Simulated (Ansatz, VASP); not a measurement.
# Al: VASP beside Ansatz

File INCAR:

```
SYSTEM = Al
PREC = Accurate
ENCUT = 520
EDIFF = 1E-7
ISMEAR = -1
SIGMA = 0.05
LREAL = .FALSE.
LASPH = .TRUE.
NELM = 60
ALGO = Normal
ISIF = 2
LWAVE = .FALSE.
LCHARG = .FALSE.
GGA = PE
NBANDS = 8
```

The input KPOINTS:

```
regular mesh
0
G
  12 12 12
  0 0 0
```

The input POSCAR:

```
Al
1.0
   -1.6017568692      1.6017568692      1.6017568692
    1.6017568692     -1.6017568692      1.6017568692
    1.6017568692      1.6017568692     -1.6017568692
Al
1
Direct
    0.0000000000      0.0000000000      0.0000000000
```

input.yaml

```yaml
crystal:
  lattice:
    - [-1.6017568692, 1.6017568692, 1.6017568692]
    - [1.6017568692, -1.6017568692, 1.6017568692]
    - [1.6017568692, 1.6017568692, -1.6017568692]
  atoms:
    - { symbol: Al, position: [0.0, 0.0, 0.0] }
hamiltonian:
  xc: pbe
  pseudopotentials: { kind: paw }
kpoints:
  mp_grid: { grid: [12, 12, 12] }
scf:
  occupations: { method: fermi_dirac, width: 0.05 }
output:
  forces: true
  stress: true
  eigenvalues: true
```

Change from the starting cell: volume scaled by 1.02.

Alike in both runs: task single point; functional PBE; k mesh 12 × 12 × 12; occupations fermi-dirac, width 0.05 eV; no spin polarisation.

|  | VASP | Ansatz |
| --- | --- | --- |
| version | VASP 6.6.1 | Ansatz 0.2.0 |
| potentials or method | VASP PAW PBE potentials, release 64 (Al) | Ansatz PAW |
| plane-wave cutoff (eV) | 520 | 420 |
| valence electrons in the cell | 3 | 3 |

```csv
,VASP,Ansatz,Ansatz less VASP
gap on the k mesh at the Fermi level (eV),none,none,-
pressure (GPa),2.2,2.2,+0.02
```

A gap of «none» marks a metal or a gap that the smearing closes. The functional is the same, so the differences come from potentials, cutoffs and numerics.
